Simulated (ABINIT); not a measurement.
The system is Nb.

```
Nb
1.0
    -1.66395    1.66395    1.66395
     1.66395   -1.66395    1.66395
     1.66395    1.66395   -1.66395
Nb
1
Direct
  0.00000 0.00000 0.00000
```

Base run:

| Quantity | Value |
| --- | --- |
| Program | ABINIT 10.8.3 (patched build) |
| Functional | r2SCAN |
| Potentials or basis | JTH PAW PBE v2.0 |
| Cutoff | 517 eV |
| k mesh | 9 × 9 × 9 |
| Occupations | fermi-dirac, width 0.05 eV |
| Spin | no spin polarisation |

Its results: band gap on the k mesh none (metal or under the smearing width); pressure -4.4 GPa.

Q: The run is repeated on the same cell with these changes: k mesh from 9 × 9 × 9 to 4 × 4 × 4. What comes out?

A: Band gap on the k mesh none (metal or under the smearing width); pressure -1.1 GPa.

Caveats: some runs use coarse meshes; the PAW data sets were made with another functional, which shifts forces and pressure a little.
